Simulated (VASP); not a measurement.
# Pb (Fmmm) in VASP: single point with PBE

Aim: the single point of Pb with PBE.

Everything below comes from runs of VASP 6.6.1. Logs are shortened: lines on timing, memory, paths and dates and some standing lists are left out, and cuts for length are marked.

**1. The cell of the first run**

Symmetry: Fmmm, No. 69, orthorhombic system. Conventional cell: a = 5.715 Å, b = 6.759 Å, c = 11.463 Å, α = 90.00°, β = 90.00°, γ = 90.00°. Pb (site symmetry mm2) has 4 Pb at 2.99 to 3.09 Å as nearest neighbours. Around Pb (site symmetry m2m) lie 5 Pb at 2.89 to 3.09 Å.

This isn't the form of Pb at room conditions, which is fcc.

**2. Single point, PBE (Ge replaced by Pb, lengths x 1.130, strained and moved within the space group)**

Input file INCAR:

```
SYSTEM = Pb
ALGO = Normal
EDIFF = 1E-7
ENCUT = 520
GGA = PE
ISIF = 2
ISMEAR = 0
LASPH = .True.
LCHARG = .False.
LREAL = .False.
LWAVE = .False.
NBANDS = 36
NELM = 100
PREC = Accurate
SIGMA = 0.1
```

Input file KPOINTS:

```
k-points
0
Gamma
  4 4 4
  0 0 0
```

Input file POSCAR:

```
Pb
1.0
    0.0000000000      3.3795498488      5.7315076807
    2.8573976211      0.0000000000      5.7315076807
    2.8573976211      3.3795498488      0.0000000000
Pb
4
Direct
    0.7884297761      0.7884297761      0.2115702239
    0.2115702239      0.2115702239      0.7884297761
    0.2824988450      0.7175011550      0.2824988450
    0.7175011550      0.2824988450      0.7175011550
```

Potentials or basis: VASP PAW PBE potentials, release 64 (Pb_d).

Command:

```
cat potpaw_PBE.64/Pb_d/POTCAR > POTCAR
mpirun -np 1 vasp_std > vasp.out
```

OUTCAR:

```text
SYSTEM = Pb
   EDIFF = 1E-7
   ENCUT = 520
   GGA = PE
   ISIF = 2
   ISMEAR = 0
   LASPH = .True.
   LREAL = .False.
   NELM = 100
   PREC = Accurate

 ion  position               nearest neighbor table
   1  0.788  0.788  0.212-   2 2.99   2 2.99   3 3.09   4 3.09   2 3.49   2 3.49   4 3.62   3 3.62
                             3 4.03   4 4.03   4 4.03   3 4.03
   2  0.212  0.212  0.788-   1 2.99   1 2.99   3 3.09   4 3.09   1 3.49   1 3.49   4 3.62   3 3.62
                             4 4.03   4 4.03   3 4.03   3 4.03
   3  0.282  0.718  0.282-   4 2.89   4 2.89   4 2.94   2 3.09   1 3.09   2 3.62   1 3.62   4 3.82
                             2 4.03   1 4.03   2 4.03   1 4.03
   4  0.718  0.282  0.718-   3 2.89   3 2.89   3 2.94   2 3.09   1 3.09   1 3.62   2 3.62   3 3.82
                             2 4.03   1 4.03   2 4.03   1 4.03

  LATTYP: Found a face centered orthorhombic cell.
 ALAT       =     5.7147952422
 B/A-ratio  =     1.1827369855
 C/A-ratio  =     2.0058488319

  Lattice vectors:

 A1 = (   0.0000000000,   3.3795498488,   5.7315076807)
 A2 = (   2.8573976211,   0.0000000000,   5.7315076807)
 A3 = (   2.8573976211,   3.3795498488,   0.0000000000)

Analysis of symmetry for initial positions (statically):
=====================================================================
 Subroutine PRICEL returns:
 Original cell was already a primitive cell.

 Routine SETGRP: Setting up the symmetry group for a
 face centered orthorhombic supercell.

 Subroutine GETGRP returns: Found  8 space group operations
 (whereof  8 operations were pure point group operations)
 out of a pool of  8 trial point group operations.

The static configuration has the point symmetry D_2h.

Analysis of symmetry for dynamics (positions and initial velocities):
=====================================================================
 Subroutine PRICEL returns:
 Original cell was already a primitive cell.

 Routine SETGRP: Setting up the symmetry group for a
 face centered orthorhombic supercell.

 Subroutine GETGRP returns: Found  8 space group operations
 (whereof  8 operations were pure point group operations)
 out of a pool of  8 trial point group operations.

The dynamic configuration has the point symmetry D_2h.

 Subroutine INISYM returns: Found  8 space group operations
 (whereof  8 operations are pure point group operations),
 and found     1 'primitive' translations

----------------------------------------------------------------------------------------

                                     Primitive cell
[... 90 lines left out ...]
   EDIFFG = 0.1E-05   stopping-criterion for IOM
   NSW    =      0    number of steps for IOM
   IBRION =     -1    ionic relax: 0-MD 1-quasi-New 2-CG
   NFREE  =      0    steps in history (QN), initial steepest desc. (CG)
   ISIF   =      2    stress and relaxation
   ISYM   =      2    0-nonsym 1-usesym 2-fastsym
   POTIM  = 0.5000    time-step for ionic-motion
   TEBEG  =    0.0;   TEEND  =   0.0 temperature during run
   PSTRESS=    0.0 pullay stress
   NELECT =      56.0000    total number of electrons
   NUPDOWN=      -1.0000    fix difference up-down
   EMIN   =  10.00;   EMAX   =-10.00  energy-range for DOS
   EFERMI =   0.00;   METHOD = LEGACY
   ISMEAR =     0;   SIGMA  =   0.10  broadening in eV -4-tet -1-fermi 0-gaus
   EFERMI_NEDOS =   21; number of points for ismear=-14 and -15
   IALGO  =     38    algorithm
   IMIX   =      4    mixing-type and parameters
     AMIX     =   0.40;   BMIX     =  1.00
     AMIX_MAG =   1.60;   BMIX_MAG =  1.00
  volume/ion in A,a.u.               =      27.67       186.75
  Fermi-wavevector in a.u.,A,eV,Ry     =   1.304452  2.465056 23.151599  1.701595
  Thomas-Fermi vector in A             =   2.435387
   LORBIT       =      0    0 simple, 1 ext, 2 COOP (PROOUT), +10 PAW based schemes
   GGA     = PE    functional components
   LHFCALC =     F    Hartree Fock is set to
   AEXX    =    0.0000 exact exchange contribution
   IVDW    =     0    specifies the selected vdW correction
   LEPSILON=     F    determine dielectric tensor
   LRPA    =     F    only Hartree local field effects (RPA)
 non-spin polarized calculation
 Gauss-broadening in eV      SIGMA  =   0.10
  energy-cutoff  :      520.00
  volume of cell :      110.70
 maximum number of plane-waves:      3018
 NGX is ok and might be reduce to    50
   NGX = 25   NGY = 23   NGZ = 17

 number of electron      56.0000003 magnetization

 Free energy of the ion-electron system (eV)
  ---------------------------------------------------
  ext. energy  EPLUGINS =         0.00000000
  ---------------------------------------------------
  free energy    TOTEN  =       -12.85851007 eV

  energy without entropy =      -12.85052239  energy(sigma->0) =      -12.85451623

 E-fermi :   8.4120     XC(G=0): -10.5679

 val. band max:        8.3872195876   @ k =   0.5000  -0.2500   0.2500
 cond. band min:       8.4730588519   @ k =   0.5000   0.5000   0.0000
 fundamental gap:      0.0858392643
 Fermi energy:         8.4120001967

 k-point     1 :       0.0000    0.0000    0.0000
  band No.  band energies     occupation
      1      -9.5623      2.00000
      2      -9.2338      2.00000
      3      -9.1866      2.00000
      4      -9.1315      2.00000
      5      -9.0787      2.00000
      6      -9.0753      2.00000
[... 691 lines left out ...]
     35      15.3604      0.00000
     36      17.3672      0.00000

------------------------ aborting loop because EDIFF is reached ----------------------------------------

  FORCE on cell =-STRESS in cart. coord.  units (eV):
  Direction    XX          YY          ZZ          XY          YZ          ZX
  --------------------------------------------------------------------------------------
  -------------------------------------------------------------------------------------
  Total       11.7638127      7.1184294      5.0454923      0.0000000      0.0000000      0.0000000
  in kB      170.2669178    103.0306299     73.0273807      0.0000000      0.0000000      0.0000000
  external PRESSURE =     115.4416428 kB  Pullay stress =       0.0000000 kB

 VOLUME and BASIS-vectors are now :
 -----------------------------------------------------------------------------
  energy-cutoff  :      520.00
  volume of cell :      110.70
      direct lattice vectors                 reciprocal lattice vectors
     0.000000000  3.379549849  5.731507681    -0.174984397  0.147948698  0.087237081
     2.857397621  0.000000000  5.731507681     0.174984397 -0.147948698  0.087237081
     2.857397621  3.379549849  0.000000000     0.174984397  0.147948698 -0.087237081

 POSITION                                       TOTAL-FORCE (eV/Angst)
 -----------------------------------------------------------------------------------
      2.85740      3.37955      9.03778         0.000000     -0.000000     -0.353196
      2.85740      3.37955      2.42523         0.000000     -0.000000      0.353196
      2.85740      1.90944      5.73151         0.000000     -0.055549      0.000000
      2.85740      4.84966      5.73151         0.000000      0.055549      0.000000
 -----------------------------------------------------------------------------------
    total drift:                               -0.000000     -0.000000     -0.000000

  FREE ENERGIE OF THE ION-ELECTRON SYSTEM (eV)
  ---------------------------------------------------
  free  energy   TOTEN  =       -12.8585100732 eV

  energy  without entropy=      -12.8505223892  energy(sigma->0) =      -12.85451623
```

OSZICAR:

```text
N       E                     dE             d eps       ncg     rms          rms(c)
DAV:   1     0.701380521614E+03    0.70138E+03   -0.27844E+04  1296   0.198E+03
DAV:   2     0.556923789563E+02   -0.64569E+03   -0.63510E+03  1296   0.513E+02
DAV:   3    -0.101084464805E+02   -0.65801E+02   -0.64929E+02  1528   0.210E+02
DAV:   4    -0.128409271978E+02   -0.27325E+01   -0.27213E+01  1564   0.477E+01
DAV:   5    -0.129373131125E+02   -0.96386E-01   -0.96382E-01  1644   0.793E+00    0.184E+00
DAV:   6    -0.128752864513E+02    0.62027E-01   -0.10949E-01  1964   0.473E+00    0.100E+00
DAV:   7    -0.128594164277E+02    0.15870E-01   -0.10352E-01  1612   0.376E+00    0.256E-01
DAV:   8    -0.128584878566E+02    0.92857E-03   -0.83252E-03  1576   0.112E+00    0.141E-01
DAV:   9    -0.128585235098E+02   -0.35653E-04   -0.88263E-04  1784   0.318E-01    0.210E-02
DAV:  10    -0.128585180430E+02    0.54669E-05   -0.28537E-05  1852   0.720E-02    0.941E-03
DAV:  11    -0.128585107973E+02    0.72456E-05   -0.56296E-06  1728   0.225E-02    0.142E-03
DAV:  12    -0.128585104851E+02    0.31220E-06   -0.56323E-07  1372   0.838E-03    0.702E-04
DAV:  13    -0.128585101803E+02    0.30487E-06   -0.51391E-08   752   0.221E-03    0.190E-04
DAV:  14    -0.128585100787E+02    0.10160E-06   -0.14755E-08   732   0.153E-03    0.900E-05
DAV:  15    -0.128585100732E+02    0.55134E-08   -0.50456E-09   720   0.109E-03
   1 F= -.12858510E+02 E0= -.12854516E+02  d E =-.798768E-02
```

stdout:

```text
POSCAR found type information on POSCAR Pb
 POSCAR found :  1 types and       4 ions
 scaLAPACK will be used
 LDA part: xc-table for (Slater+PW92), standard interpolation
 POSCAR, INCAR and KPOINTS ok, starting setup
 FFT: planning ... GRIDC
 FFT: planning ... GRID_SOFT
 FFT: planning ... GRID
 WAVECAR not read
 entering main loop
```

Wall time 59 s (1 thread of AMD EPYC 9R45 (Zen 5), shared host); peak memory 0.25 GiB.

Results:

```
Free energy            : -12.8585 eV
Pressure               : 11.5 GPa
Largest force          : 0.353 eV/Å
Band gap on the k mesh : none (metal or under the smearing width)
```

Forces in eV/Å, atoms in the order of the input:
```
Pb   0.000  0.000 -0.353
Pb   0.000  0.000  0.353
Pb   0.000 -0.056  0.000
Pb   0.000  0.056  0.000
```

Levels at points of the mesh, in eV from the Fermi level:
```csv
k point,band 25,band 26,band 27,band 28,band 29,band 30,band 31,band 32
"(0.00, 0.00, 0.00)",-3.29,-2.18,-2.03,-1.78,-1.37,2.21,2.86,3.83
"(0.50, 0.00, 0.00)",-2.50,-1.80,-0.92,0.74,1.03,1.15,1.67,1.95
"(0.50, 0.50, 0.00)",-2.23,-1.89,-0.48,0.06,0.88,1.02,1.93,2.37
"(0.50, 0.00, 0.50)",-4.11,-3.46,-3.15,-2.50,-1.25,-0.74,3.13,4.39
"(0.00, 0.50, 0.50)",-5.09,-4.70,-3.49,-1.61,-1.53,2.96,3.18,3.26
```

Caveat: the k mesh is coarse (spacing up to 0.39 Å⁻¹), so the values aren't converged.
